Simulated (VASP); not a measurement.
**BaS: relaxation of cell and atoms with PBE**

The system is BaS.

```
Ba S
1.0
     0.00000    3.19375    3.19375
     3.19375    0.00000    3.19375
     3.19375    3.19375    0.00000
Ba S
1 1
Direct
  0.00000 0.00000 0.00000
  0.50000 0.50000 0.50000
```

| Item | Value |
| --- | --- |
| Program | VASP 6.6.1 |
| Task | relaxation of cell and atoms |
| Functional | PBE |
| Potentials or basis | VASP PAW PBE potentials, release 54 (Ba_sv, S) |
| Cutoff | 600 eV |
| k mesh | 7 × 7 × 7 |
| Occupations | fermi-dirac, width 0.05 eV |
| Spin | no spin polarisation |
| Further INCAR settings | ALGO = Fast; EDIFF = 1e-06; IBRION = 2; EDIFFG = -0.01; NSW = 60; ISIF = 3 |

- Relaxed volume: 33.65 Å³/atom
- Relaxed cell: a = 4.566 Å, b = 4.566 Å, c = 4.566 Å, α = 60.00°, β = 60.00°, γ = 60.00°
- Space group after relaxing (to 0.05 Å): Fm-3m (No. 225)
- Energy gained by relaxing: 4.7 meV/atom
- Ionic steps: 3
- Pressure after relaxing: 0.0 GPa
- Band gap on the k mesh: 2.22 eV, indirect (least direct gap 2.38 eV)

The path:
```tsv
step	energy change (eV)	largest force (eV/Å)	pressure (GPa)	volume (Å³)
1	0.0000	0.0000	1.44	65.15
2	-0.0085	0.0000	-0.39	67.95
3	-0.0093	0.0000	0.00	67.29
```

Final structure:
```
Ba S
1.0
     0.00000    3.22833    3.22833
     3.22833    0.00000    3.22833
     3.22833    3.22833    0.00000
Ba S
1 1
Cartesian
  0.0000 0.0000 0.0000
  3.2283 3.2283 3.2283
```

Levels at points of the mesh, in eV from the valence-band top:
```tsv
k point	band 4	band 5	band 6	band 7	band 8	band 9	band 10	band 11	band 12
(0.00, 0.00, 0.00)	-11.24	-10.31	0.00	0.00	0.00	3.44	3.86	3.86	3.86
```

Wall time 45 s on 1 thread of Intel(R) Xeon(R) Platinum 8488C (Sapphire Rapids), on a shared host, peak memory 0.21 GiB.

Caveat: spin-orbit coupling is left out, which moves the levels of the heavy elements; an odd mesh through Γ misses points on the zone boundary, where band edges often lie. Zero-point motion and thermal expansion aren't in these numbers.
